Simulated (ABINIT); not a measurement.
Runs of ABINIT 10.8.3 (patched build) on Cl. Symmetry: Cmce, No. 64, orthorhombic system. The conventional cell has a = 6.290 Å, b = 4.500 Å, c = 8.210 Å, α = 90.00°, β = 90.00°, γ = 90.00°. Cl (site symmetry m) has 1 Cl at 2.02 Å as nearest neighbours. 

```csv
level,potentials or basis,k mesh,cutoff (eV),fine-grid cutoff,mesh quality,gap on the mesh (eV),pressure (GPa),largest force (eV/Å)
r2SCAN,JTH PAW PBE v2.0,3 × 3 × 2,816,1414.99 eV,coarse,(a),-,0.13
PBE,JTH PAW PBE v2.0,4 × 4 × 2,680,1278.94 eV,coarse,2.48,0.6,0.11
PBE,JTH PAW PBE v2.0,3 × 3 × 2,680,1278.94 eV,coarse,2.50,0.6,(b)
LDA,JTH PAW LDA v2.0,4 × 4 × 2,680,1278.94 eV,coarse,2.33,-2.4,0.17
PBEsol,JTH PAW PBE v2.0,3 × 3 × 2,680,1278.94 eV,coarse,2.44,-0.9,0.17
PBEsol,JTH PAW PBE v2.0,4 × 4 × 2,680,1278.94 eV,coarse,2.43,-0.9,0.17
LDA,JTH PAW LDA v2.0,3 × 3 × 2,680,1278.94 eV,coarse,2.35,-2.4,0.17
LDA,JTH PAW LDA v2.0,6 × 6 × 3,680,1278.94 eV,not flagged,2.33,-2.4,0.17
PBE,JTH PAW PBE v2.0,6 × 6 × 3,680,1278.94 eV,not flagged,2.48,0.6,0.11
PBEsol,JTH PAW PBE v2.0,6 × 6 × 3,680,1278.94 eV,not flagged,2.43,-0.9,0.17
```

Alike in all rows: task single point; no spin polarisation; cell as given; smearing fermi-dirac 0.05 eV.

Q: Fill in the values left out.

A: (a) 2.86; (b) 0.10.

Caveats: some runs use coarse meshes; an odd mesh through Γ misses points on the zone boundary, where band edges often lie (some runs); the PAW data sets were made with another functional, which shifts forces and pressure a little (some runs).

Not every run made on this cell is shown here.
